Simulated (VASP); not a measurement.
# BPH₆: training a force field on the fly

BPH₆, molecule in box, 8 atoms in the cell. PBE, machine-learned force field trained on the fly; PAW potentials B, P, H (PBE set).

## Input

INCAR.step1:
```
SYSTEM = BPH6
PREC = Normal
ENCUT = 320
EDIFF = 1E-5
LREAL = .False.
ALGO = Fast
NELMIN = 4
NELM = 100
ISYM = 0
ISMEAR = 0
SIGMA = 0.05
LWAVE = .False.
LCHARG = .False.
IBRION = 0
ISIF = 2
TEBEG = 300
POTIM = 0.7
RANDOM_SEED = 204445 0 0
MDALGO = 1
ANDERSEN_PROB = 0.1
NSW = 160
ML_LMLFF = .True.
ML_MODE = train
ML_CTIFOR = 1E-6
ML_WTSIF = 1E-10
ML_NMDINT = 1
ML_ICRITERIA = 0
```

INCAR.step2:
```
SYSTEM = BPH6
PREC = Normal
ENCUT = 320
EDIFF = 1E-5
LREAL = .False.
ALGO = Fast
NELMIN = 4
NELM = 100
ISYM = 0
ISMEAR = 0
SIGMA = 0.05
LWAVE = .False.
LCHARG = .False.
IBRION = 0
ISIF = 2
TEBEG = 180
POTIM = 0.7
RANDOM_SEED = 441928 0 0
MDALGO = 3
LANGEVIN_GAMMA = 10 10 10
NSW = 2000
TEEND = 375
ML_LMLFF = .True.
ML_MODE = train
ML_CTIFOR = 0.02
ML_WTSIF = 1E-10
ML_NMDINT = 2
```

INCAR.step3:
```
SYSTEM = BPH6
PREC = Normal
ENCUT = 320
EDIFF = 1E-5
LREAL = .False.
ALGO = Fast
NELMIN = 4
NELM = 100
ISYM = 0
ISMEAR = 0
SIGMA = 0.05
LWAVE = .False.
LCHARG = .False.
ML_LMLFF = .True.
ML_MODE = refit
ML_WTSIF = 1E-10
```

INCAR.step4:
```
SYSTEM = BPH6
PREC = Normal
ENCUT = 320
ISYM = 0
ISMEAR = 0
SIGMA = 0.05
LWAVE = .False.
LCHARG = .False.
ML_LMLFF = .True.
ML_MODE = run
NWRITE = 2
IBRION = -1
NSW = 0
```

INCAR.step5:
```
SYSTEM = BPH6
PREC = Normal
ENCUT = 320
EDIFF = 1E-5
LREAL = .False.
ALGO = Fast
NELMIN = 4
NELM = 100
ISYM = 0
ISMEAR = 0
SIGMA = 0.05
LWAVE = .False.
LCHARG = .False.
```

INCAR.step6:
```
SYSTEM = BPH6
PREC = Normal
ENCUT = 320
ISYM = 0
ISMEAR = 0
SIGMA = 0.05
LWAVE = .False.
LCHARG = .False.
ML_LMLFF = .True.
ML_MODE = run
NWRITE = 0
IBRION = 2
NSW = 300
EDIFFG = -2E-4
ISIF = 2
```

KPOINTS:
```
k-points
0
Gamma
  1 1 1
```

POSCAR.step1:
```
BPH6
1.0
   10.0000000000      0.0000000000      0.0000000000
    0.0000000000      9.0000000000      0.0000000000
    0.0000000000      0.0000000000      9.5000000000
B P H
1 1 6
Direct
    0.4379050100      0.5303000000      0.3990105200
    0.5369050000      0.4848777700      0.5655052700
    0.3241750000      0.5431777700      0.4404736800
    0.4567350000      0.4239222300      0.3238526300
    0.4879650000      0.6444111100      0.3573368400
    0.5353950000      0.5890222300      0.6761473700
    0.6758250000      0.4628000000      0.5528105200
    0.5024350000      0.3555888900      0.6407578900
```

Commands (each step's output is kept before the next begins):
```
cat potpaw_PBE.64/B/POTCAR potpaw_PBE.64/P/POTCAR potpaw_PBE.64/H/POTCAR > POTCAR
cp INCAR.step1 INCAR
cp POSCAR.step1 POSCAR
mpirun -np 4 vasp_gam > vasp.out
cp ML_ABN ../ML_AB
cp CONTCAR POSCAR
cp ../ML_AB ML_AB
cp INCAR.step2 INCAR
mpirun -np 4 vasp_gam > vasp.out
cp ML_ABN ../ML_AB
cp CONTCAR POSCAR
cp ../ML_AB ML_AB
cp INCAR.step3 INCAR
mpirun -np 4 vasp_gam > vasp.out
cp ML_FFN ../ML_FF
cp ../ML_FF ML_FF
rm ML_AB
cp INCAR.step4 INCAR
mpirun -np 4 vasp_gam > vasp.out
cp INCAR.step5 INCAR
mpirun -np 4 vasp_gam > vasp.out
cp INCAR.step6 INCAR
mpirun -np 4 vasp_gam > vasp.out
cp CONTCAR ../POSCAR.min
cp CONTCAR POSCAR
cp INCAR.step5 INCAR
mpirun -np 4 vasp_gam > vasp.out
cp INCAR.step4 INCAR
mpirun -np 4 vasp_gam > vasp.out
```

## Result

- Force error of the fit (eV/Å): 0.005
- Energy error of the fit (eV/atom): 0.0001

The training runs are MD at 180 to 375 K, 1.5 ps in all.

Between the relaxed minimum and a frame of the training run, the force field gives 0.240 eV and DFT 0.236 eV.

ML_LOGFILE.step1:
```
# STATUS This line describes the overall status of each step.
# STATUS
# STATUS nstep ..... MD time step or input structure counter
# STATUS state ..... One-word description of step action
# STATUS             - "accurate"  (1) : Errors are low, force field is used
# STATUS             - "threshold" (2) : Errors exceeded threshold, structure is sampled from ab initio
# STATUS             - "learning"  (3) : Stored configurations are used for training force field
# STATUS             - "critical"  (4) : Errors are high, ab initio sampling and learning is enforced
# STATUS             - "predict"   (5) : Force field is used in prediction mode only, no error checking
# STATUS             - "predfast"  (6) : Prediction mode only, no error checking, no error estimates
# STATUS             - "interval"  (7) : Errors exceeded threshold, but too close to last sampling (ML_NMDINT)
# STATUS is ........ Integer representation of above one-word description (integer in parenthesis)
# STATUS doabin .... Perform ab initio calculation (T/F)
# STATUS iff ....... Force field available (T/F, False after startup hints to possible convergence problems)
[... 34 lines left out ...]
BEEF                  157   4.87793403E-06   5.33428166E-03   2.33929967E-03   1.00000000E-06   3.17426964E-02   2.03685370E-02
BEEF                  158   5.00371404E-06   5.41037832E-03   2.32639945E-03   1.00000000E-06   3.18897314E-02   2.02343842E-02
BEEF                  159   5.32327576E-06   5.41641808E-03   2.32260613E-03   1.00000000E-06   3.23074385E-02   2.01643225E-02
BEEF                  160   5.67270367E-06   5.37368136E-03   2.33567312E-03   1.00000000E-06   3.30449123E-02   2.02758497E-02
ERR                   157   1.31592782E-04   8.31400038E-03   1.24716141E+00
ERR                   158   1.32094271E-04   8.31535956E-03   1.25062188E+00
ERR                   159   1.33209843E-04   8.32704314E-03   1.25680038E+00
ERR                   160   1.34639124E-04   8.36190887E-03   1.26064249E+00
```

ML_LOGFILE.step2:
```
# STATUS This line describes the overall status of each step.
# STATUS
# STATUS nstep ..... MD time step or input structure counter
# STATUS state ..... One-word description of step action
# STATUS             - "accurate"  (1) : Errors are low, force field is used
# STATUS             - "threshold" (2) : Errors exceeded threshold, structure is sampled from ab initio
# STATUS             - "learning"  (3) : Stored configurations are used for training force field
# STATUS             - "critical"  (4) : Errors are high, ab initio sampling and learning is enforced
# STATUS             - "predict"   (5) : Force field is used in prediction mode only, no error checking
# STATUS             - "predfast"  (6) : Prediction mode only, no error checking, no error estimates
# STATUS             - "interval"  (7) : Errors exceeded threshold, but too close to last sampling (ML_NMDINT)
# STATUS is ........ Integer representation of above one-word description (integer in parenthesis)
# STATUS doabin .... Perform ab initio calculation (T/F)
# STATUS iff ....... Force field available (T/F, False after startup hints to possible convergence problems)
[... 34 lines left out ...]
BEEF                 1997   6.70586077E-06   7.14967113E-03   2.82710301E-03   2.00000000E-02   3.26247317E-02   2.11785879E-02
BEEF                 1998   6.61269379E-06   7.30558958E-03   2.76366686E-03   2.00000000E-02   3.24494041E-02   2.13151291E-02
BEEF                 1999   6.86063130E-06   7.71214230E-03   2.84668473E-03   2.00000000E-02   3.32850035E-02   2.20553724E-02
BEEF                 2000   7.45463240E-06   7.31768957E-03   2.92843782E-03   2.00000000E-02   3.42013466E-02   2.24306440E-02
ERR                    33   1.49388004E-04   9.54792220E-03   1.21540807E+00
ERR                    46   1.77985144E-04   9.68504057E-03   1.27544315E+00
ERR                   136   1.77962284E-04   9.40072114E-03   1.30373418E+00
ERR                  2000   1.94067528E-04   9.67959410E-03   1.23391758E+00
```

ML_LOGFILE.step3:
```
# STATUS This line describes the overall status of each step.
# STATUS
# STATUS nstep ..... MD time step or input structure counter
# STATUS state ..... One-word description of step action
# STATUS             - "accurate"  (1) : Errors are low, force field is used
# STATUS             - "threshold" (2) : Errors exceeded threshold, structure is sampled from ab initio
# STATUS             - "learning"  (3) : Stored configurations are used for training force field
# STATUS             - "critical"  (4) : Errors are high, ab initio sampling and learning is enforced
# STATUS             - "predict"   (5) : Force field is used in prediction mode only, no error checking
# STATUS             - "predfast"  (6) : Prediction mode only, no error checking, no error estimates
# STATUS             - "interval"  (7) : Errors exceeded threshold, but too close to last sampling (ML_NMDINT)
# STATUS is ........ Integer representation of above one-word description (integer in parenthesis)
# STATUS doabin .... Perform ab initio calculation (T/F)
# STATUS iff ....... Force field available (T/F, False after startup hints to possible convergence problems)
[... 20 lines left out ...]
# BEEF bee_ave_stress ... Bayesian error estimate of stresses (average) (kB)
# BEEF              nstep       bee_energy    bee_max_force    bee_ave_force        threshold   bee_max_stress   bee_ave_stress
# BEEF                  2                3                4                5                6                7                8
# SPRSC This line shows the results of sparsification regarding the number
# SPRSC of reference structures and local reference configurations.
# SPRSC
STATUS                  0  learning  3      T      F         0         0
STATUS                  1  accurate  1      F      T         1         1
SPRSC                   0       179       179 B         59        59 P         65        65 H        300       300
ERR                     0   8.92987455E-05   5.37032300E-03   1.18558729E+00
```

Limits: the nuclei move classically.

VASP 6.6.1 took 334 s on 4 cores (Intel Xeon Platinum 8488C (Sapphire Rapids)), a shared host.
